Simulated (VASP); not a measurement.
Input of a VASP 6.6.1 run:

INCAR

```
PREC = Accurate ; ENCUT = 520
EDIFF = 1E-6 ; ISMEAR = 0
SIGMA = 0.05 ; LREAL = False
LASPH = True ; NELM = 100
ALGO = Normal ; ISIF = 2
LWAVE = False ; LCHARG = False
ISPIN = 2 ; MAGMOM = 1 0
LORBIT = 11 ; NUPDOWN = 0
LMAXMIX = 4 ; LDAU = True
LDAUTYPE = 2 ; LDAUL = 2 -1
LDAUU = 7 0 ; LDAUJ = 0 0
LDAUPRINT = 1 ; GGA = PS
```

File KPOINTS:

```
regular mesh
0
Gamma
  6 6 6
```

Contents of POSCAR:

```
RuS
1.0
    0.0000000000      2.7642955000      2.7642955000
    2.7642955000      0.0000000000      2.7642955000
    2.7642955000      2.7642955000      0.0000000000
Ru S
1 1
Direct
    0.0000000000      0.0000000000      0.0000000000
    0.2500000000      0.2500000000      0.2500000000
```

Potentials or basis: VASP PAW PBE potentials, release 64 (Ru_pv, S).

Run with:

```sh
$ cat potpaw_PBE.64/Ru_pv/POTCAR potpaw_PBE.64/S/POTCAR > POTCAR
$ mpirun -np 1 vasp_std > vasp.out
```

Q: What does it give for the pressure?

A: -17.2 GPa.

Eigenvalues of the final occupation matrices:
```
    site  spin  trace               eigenvalues
site 1 d     1   3.08  0.46 0.46 0.46 0.84 0.84
site 1 d     2   3.08  0.46 0.46 0.46 0.84 0.84
```

Caveat: the PAW data sets were made with another functional, which shifts forces and pressure a little; the total moment is fixed, so each spin has its own Fermi level. The state reached can hang on the start; a lower one may exist.
